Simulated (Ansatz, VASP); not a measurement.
## Two plane-wave programs on BaS

```
Ba S
1.0
     0.02026    3.21599    3.21599
     3.21599    0.02026    3.21599
     3.21599    3.21599    0.02026
Ba S
1 1
Direct
  0.00000 0.00000 0.00000
  0.50000 0.50000 0.50000
```

Change from the starting cell: epitaxial_111 strain -0.5%.

Alike in both runs: task single point; functional PBE; k mesh 8 × 8 × 8; occupations fermi-dirac, width 0.02 eV; no spin polarisation.

```csv
,VASP,Ansatz
version,VASP 6.6.1,Ansatz 0.2.0
potentials or method,"VASP PAW PBE potentials, release 64 (Ba_sv, S)","plane waves, PAW"
plane-wave cutoff (eV),520,420
valence electrons in the cell,16,16
```

|  | VASP | Ansatz | Ansatz less VASP |
| --- | --- | --- | --- |
| gap on the k mesh at the Fermi level (eV) | 2.12 | 2.21 | +0.096 |
| pressure (GPa) | 0.9 | 0.3 | -0.57 |
| largest component of the traceless stress (GPa) | 0.12 | 0.12 | 0.000 |

Caveats: spin-orbit coupling is left out, which moves the levels of the heavy elements. A k mesh can miss the band edges.
